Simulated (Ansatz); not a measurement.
# Calculation log, SiC (F-43m) (phonons)

Method: PBEsol, all-electron LAPW in Ansatz 0.2.0, scalar-relativistic.

The cell is the relaxed one with its volume scaled by 1.015.

Command:

```sh
ansatz run input.yaml --threads 2 --pin off --max-ram 5120MiB --backend cpu --events-out ev --progress --plain --runs-dir out
```

Input file:

```yaml
crystal:
  lattice:
    - [0.0, 2.18925312739, 2.18925312739]
    - [2.18925312739, 0.0, 2.18925312739]
    - [2.18925312739, 2.18925312739, 0.0]
  atoms:
    - { symbol: Si, position: [0.0, 0.0, 0.0] }
    - { symbol: C, position: [0.75, 0.75, 0.75] }
kpoints:
  mp_grid: { grid: [10, 10, 10] }
scf:
  occupations: { method: fixed }
hamiltonian:
  xc: pbesol
  pseudopotentials: { kind: all_electron, lapw: { basis_error: 0.001 } }
phonons:
  qmesh: [2, 2, 2]
  qpath:
    path:
      - [0.0, 0.0, 0.0]
      - [-0.5, -0.5, 0.0]
      - [-0.375, -0.375, 0.25]
      - [-0.375, 0.0, 0.375]
      - [0.0, 0.0, 0.0]
      - [0.0, 0.0, 0.5]
      - [-0.5, -0.25, 0.25]
      - [-0.5, -0.5, 0.0]
    npoints: 6
  temperatures: { t_min: 0, t_max: 1000, t_step: 100 }
```

Output (shortened where marked):

```
Warning: RAYON_NUM_THREADS=2 ignored (pool sized by the plan → 2); use --threads N
LAPW: plane waves up to 9.844 Å⁻¹, error target 1.0e-3 eV per atom; small_component_spin mean_spin; C in spheres of 0.858 Å, 6 of its electrons in bands, Dirac shells []; Si in spheres of 0.981 Å, 12 of its electrons in bands, ...
Engine: ansatz 0.2.0, x86_64-unknown-linux-gnu
Pseudopotentials: kind: all_electron
Pseudopotential: Si, LAPW, valence charge 12, lapw/all_electron/scalar/gaussian/Si, Koelling and Harmon's equation, gaussian nucleus
Pseudopotential: C, LAPW, valence charge 6, lapw/all_electron/scalar/gaussian/C, Koelling and Harmon's equation, gaussian nucleus
Functional definition: PBEsol
  exchange = pbesol_x
  correlation = pbesol_c
davidson cushion auto → on  (no smearing: the cushion is to keep the highest requested band from converging to the state above it; pin scf.eigensolver.cushion to override)
Crystal: 4 atoms, lattice volume = 41.971 Å³
Basis set: ecut = 369.2095069788203 eV, 673 PW (Γ), FFT grids on a1, a2, −a1+a2+a3, exchange–correlation at level 2
Bands: 22, of which v1, the nominal top of the filled ones, is band 18 counted from 1 (17 counted from 0)
Symmetry: 16 space group operations
k-points: 63 of 500 (time reversal used)
Non-local potential: Si, projectors of the file, none
Non-local potential: C, projectors of the file, none
Initial density: superposition of atomic densities (chi_scale 0.1, normalization cell, long waves kept (reshape's long-wave potential 0.00 eV rms))
Initial wavefunctions: plane waves of lowest kinetic energy (no species holds an atomic orbital)
Functional: x = pbesol(κ = 0.804, μ = 0.12345679012345678), c = pbesol(β = 0.046)
iter 1 solved again at ethr=2.67e-2 eV; its pass at ethr=1.00e-1 eV (dr2=9.62e0 eV) is discarded
SCF iter   1: F=—  HF=-17825.818085 eV  |F-HF|=—  |Δ(HF+E_count)|=         —  Δρ=1.38e-1  dr2=9.62e0  ethr=2.67e-2  ⟨swp⟩=2.0  Hψ=9706  notcnv=0
preconditioner: auto → none  [insulator: Δε(μ)=3.401 eV  Ē_g=12.710 eV  n_scr=14 (ndim 8)  ℏωp=22.9 eV  f_vac=0.000  ε∞_Penn≈4.3]
iter 2 solved again at ethr=1.16e-3 eV; its pass at ethr=2.67e-2 eV (dr2=4.16e-1 eV) is discarded
SCF iter   2: F=—  HF=-17822.438652 eV  |F-HF|=—  |Δ(HF+E_count)|=    3.38e0  Δρ=3.88e-2  dr2=4.18e-1  ethr=1.16e-3  ⟨swp⟩=2.0  Hψ=7373  notcnv=0
SCF iter   3: F=—  HF=-17822.216903 eV  |F-HF|=—  |Δ(HF+E_count)|=         —  Δρ=1.64e-2  dr2=6.61e-2  ethr=1.16e-3  ⟨swp⟩=3.0  Hψ=4224  notcnv=0
the basis was enlarged: its passes take 219.9 KiB over the memory plan, 2 of 2 planned eigensolver slots
SCF iter   4: F=—  HF=-17822.202071 eV  |F-HF|=—  |Δ(HF+E_count)|=   1.48e-2  Δρ=9.77e-4  dr2=2.82e-4  ethr=1.84e-4  ⟨swp⟩=2.0  Hψ=3717  notcnv=0
SCF iter   5: F=—  HF=-17822.202073 eV  |F-HF|=—  |Δ(HF+E_count)|=   1.76e-6  Δρ=1.64e-4  dr2=5.86e-6  ethr=7.84e-7  ⟨swp⟩=3.3  Hψ=4430  notcnv=0
SCF iter   6: F=—  HF=-17822.202076 eV  |F-HF|=—  |Δ(HF+E_count)|=   3.46e-6  Δρ=4.33e-5  dr2=4.67e-7  ethr=1.63e-8  ⟨swp⟩=3.1  Hψ=4339  notcnv=0
SCF iter   7: F=—  HF=-17822.202076 eV  |F-HF|=—  |Δ(HF+E_count)|=   1.49e-7  Δρ=2.07e-6  dr2=7.72e-10  ethr=1.30e-9  ⟨swp⟩=3.0  Hψ=4262  notcnv=0
[... 93 lines left out ...]
SCF iter   6: F=—  HF=-17822.201056 eV  |F-HF|=—  |Δ(HF+E_count)|=   1.11e-7  Δρ=3.51e-6  dr2=2.47e-9  ethr=9.67e-10  ⟨swp⟩=3.1  Hψ=9973  notcnv=0
SCF iter   7: F=-17822.201056 eV  HF=-17822.201056 eV  |F-HF|=7.28e-12  |Δ(HF+E_count)|=  3.78e-10  Δρ=4.19e-7  dr2=3.02e-11  ethr=6.87e-12  ⟨swp⟩=3.0  Hψ=8933  notcnv=0
SCF 9 converged in 7 iterations: F = -17822.201056 eV  dr2 = 3.02e-11
iter 1 solved again at ethr=2.68e-6 eV; its pass at ethr=1.00e-1 eV (dr2=9.64e-4 eV) is discarded
SCF iter   1: F=—  HF=-17822.201439 eV  |F-HF|=—  |Δ(HF+E_count)|=         —  Δρ=1.31e-3  dr2=9.51e-4  ethr=2.68e-6  ⟨swp⟩=4.8  Hψ=26703  notcnv=0
preconditioner: auto → none  [insulator: Δε(μ)=1.228 eV  Ē_g=11.819 eV  n_scr=16 (ndim 8)  ℏωp=22.9 eV  f_vac=0.000  ε∞_Penn≈4.8]
SCF iter   2: F=—  HF=-17822.201099 eV  |F-HF|=—  |Δ(HF+E_count)|=   3.39e-4  Δρ=4.42e-4  dr2=1.49e-4  ethr=2.64e-6  ⟨swp⟩=3.2  Hψ=10031  notcnv=0
SCF iter   3: F=—  HF=-17822.201066 eV  |F-HF|=—  |Δ(HF+E_count)|=   3.35e-5  Δρ=2.23e-4  dr2=3.62e-5  ethr=4.13e-7  ⟨swp⟩=3.4  Hψ=9931  notcnv=0
iter 4 solved again at ethr=2.85e-9 eV; its pass at ethr=1.00e-7 eV (dr2=1.03e-6 eV) is discarded
SCF iter   4: F=—  HF=-17822.201056 eV  |F-HF|=—  |Δ(HF+E_count)|=   9.51e-6  Δρ=7.56e-5  dr2=1.03e-6  ethr=2.85e-9  ⟨swp⟩=2.1  Hψ=16387  notcnv=0
SCF iter   5: F=—  HF=-17822.201056 eV  |F-HF|=—  |Δ(HF+E_count)|=   6.44e-8  Δρ=2.34e-5  dr2=3.48e-7  ethr=2.85e-9  ⟨swp⟩=3.0  Hψ=9923  notcnv=0
SCF iter   6: F=—  HF=-17822.201056 eV  |F-HF|=—  |Δ(HF+E_count)|=   1.11e-7  Δρ=3.53e-6  dr2=2.50e-9  ethr=9.67e-10  ⟨swp⟩=3.1  Hψ=9973  notcnv=0
SCF iter   7: F=-17822.201056 eV  HF=-17822.201056 eV  |F-HF|=0.00e0  |Δ(HF+E_count)|=  4.00e-10  Δρ=4.21e-7  dr2=3.02e-11  ethr=6.96e-12  ⟨swp⟩=3.0  Hψ=8925  notcnv=0
SCF 10 converged in 7 iterations: F = -17822.201056 eV  dr2 = 3.02e-11
SCF converged after 8 iterations
Free energy (F): -17822.202076 eV
Harris-Foulkes:  -17822.202076 eV  (|F-HF|=1.09e-11)
Internal energy: -17822.202076 eV  (E = F + TS)
E sigma→0 (E₀):  -17822.202076 eV
Fermi energy:    10.505416 eV
--- Per-component energies (eV) ---
  E_band       = -2364.756660
  E_kinetic    = 17851.256019
  E_xc         = -1395.737088
  E_electrostatic = -34277.721008  (all electrons and nuclei)
  E_smearing   = -0.000000  (= −TS)
  E_closure    = 0.000000  (closes the sum)
  Σ components = -17822.202076   (vs F -17822.202076, Δ=0.00e0)
  Basis errors (estimates in eV, not in F): energy 5.4e-4 per atom: plane waves 4.9e-4 (3.1e-4 summed), levels above the bands 0.0e0, relativity 1.5e-8, radial functions 4.8e-5, core shells 1.5e-12; eigenvalues (radial functions ...
--- Forces (eV/Å), atoms counted from 1 ---
  atom   1  Si     0.00000000     0.00000000     0.00000000
  atom   2  C      0.00000000    -0.00000000    -0.00000000
  atom   3  Si    -0.00000000     0.00000000     0.00000000
  atom   4  C      0.00000000    -0.00000000    -0.00000000
  max |Σ_I F_I| component: 6.94e-17 eV/Å
--- Phonons: 8 displaced members + 2 references (amplitude of the first 0.01 Å, Σ member SCF iterations 54) ---
  ASR residual: 1.558e-3 → 0.000e0 eV/Å²; symmetrization residual: 6.503e-4 eV/Å²
  largest component of a force at the reference: 3.5e-17 eV/Å
  ASR residual per site (eV/Å²): 1.56e-3 1.55e-3
  Γ frequencies (cm⁻¹): 0.00 0.00 0.00 772.73 772.73 772.73
--- Phonons (by wavevector): 3 wavevectors in 2 supercells ---
  supercell 1 (2 cells, vectors [1, 0, 0], [0, 1, -1], [0, 0, 2] in multiples of the cell's): 4 displaced members by 0.01 Å; free energy -17822.202076 eV; taken off its force constants: by the sum rule 1.6e-3, by the ...
  symmetry images taken by strict's conditions (phonons.symmetry_images: auto; settled by no image being taken that strict refuses)
  supercell 2 (2 cells, vectors [1, 0, 0], [0, 1, 0], [0, 0, 2] in multiples of the cell's): 4 displaced members by 0.01 Å; free energy -17822.202076 eV; taken off its force constants: by the sum rule 7.5e-4, by the ...
  symmetry images taken by strict's conditions (phonons.symmetry_images: auto; settled by no image being taken that strict refuses)
  q = [0.0000, 0.0000, 0.0000] (star 1, supercell 1; hermiticity 0.00e0, symmetrization 3.15e-5): -0.00 -0.00 0.00 772.73 772.73 772.73
  q = [0.0000, 0.0000, -0.5000] (star 4, supercell 2; hermiticity 1.58e-16, symmetrization 8.10e-16): 255.48 255.48 597.71 745.53 745.53 808.93
  q = [0.0000, -0.5000, -0.5000] (star 3, supercell 1; hermiticity 8.89e-17, symmetrization 2.45e-16): 357.04 357.04 618.52 738.38 738.38 799.58
  joined force constants: q→R imaginary residual 2.76e-17
  density of states and harmonic sums: on the 24×24×24 q-mesh, interpolated from the force constants of a 2×2×2 supercell (no non-analytic term)
  largest difference from the sums on the solved wave vectors: F 3.43e-2 eV, S 6.66e-5 and C_V 3.23e-5 eV/K
```

Self-consistency was reached.

**Phonons on the q mesh**

Harmonic phonons of a crystal by Kohn-Sham DFT at the given cell, standard atomic masses, acoustic sum rule imposed; negative wavenumbers are unstable modes; one row a degenerate set, branches counted upwards.

```
Unstable phonons : no
```

| point | q a (r.l.u.) | q b (r.l.u.) | q c (r.l.u.) | branch | phonon wavenumber (cm⁻¹) | degeneracy |
| --- | --- | --- | --- | --- | --- | --- |
| Gamma | 0 | 0 | 0 | 4 | 772.7 | 3 |
| L | 0.5 | 0 | 0 | 1 | 255.5 | 2 |
| L | 0.5 | 0 | 0 | 3 | 597.7 | 1 |
| L | 0.5 | 0 | 0 | 4 | 745.5 | 2 |
| L | 0.5 | 0 | 0 | 6 | 808.9 | 1 |
| X | 0.5 | 0.5 | 0 | 1 | 357 | 2 |
| X | 0.5 | 0.5 | 0 | 3 | 618.5 | 1 |
| X | 0.5 | 0.5 | 0 | 4 | 738.4 | 2 |
| X | 0.5 | 0.5 | 0 | 6 | 799.6 | 1 |

**Harmonic thermodynamics**

Sums over wave vectors interpolated from the q mesh.

| Item | Value |
| --- | --- |
| Zero point energy | 106.4 meV/atom |

```
temperature (K)  phonon heat capacity (k_B/atom)  phonon entropy (k_B/atom)  phonon free energy (meV/atom)
            100                           0.3021                     0.1115                          106.1
            200                            1.038                     0.5429                          103.4
            300                            1.678                      1.092                          96.42
            400                            2.101                      1.638                          84.64
            500                            2.365                      2.137                          68.34
            600                            2.533                      2.584                          47.96
            700                            2.645                      2.984                          23.94
            800                            2.721                      3.342                          -3.35
            900                            2.776                      3.666                         -33.57
           1000                            2.817                      3.961                         -66.45
```

**Zone-centre phonons**

Optical zone-centre levels upwards with Mulliken labels, activity, and the element with most of the kinetic energy.

```
Point group : -43m
```

| number | phonon wavenumber (cm⁻¹) | label | infrared | raman | lead element |
| --- | --- | --- | --- | --- | --- |
| 1 | 772.7 | T2 | yes | yes | C |

Known limits: cell scaled away from its relaxed volume; no LO-TO term at the zone centre; no LO-TO term in the interpolation; coarse q mesh.

Time and hardware: 76 s on 2 threads of AMD EPYC 9R45 96-Core Processor (Zen 5), with other jobs on the host, peak memory 0.67 GiB.
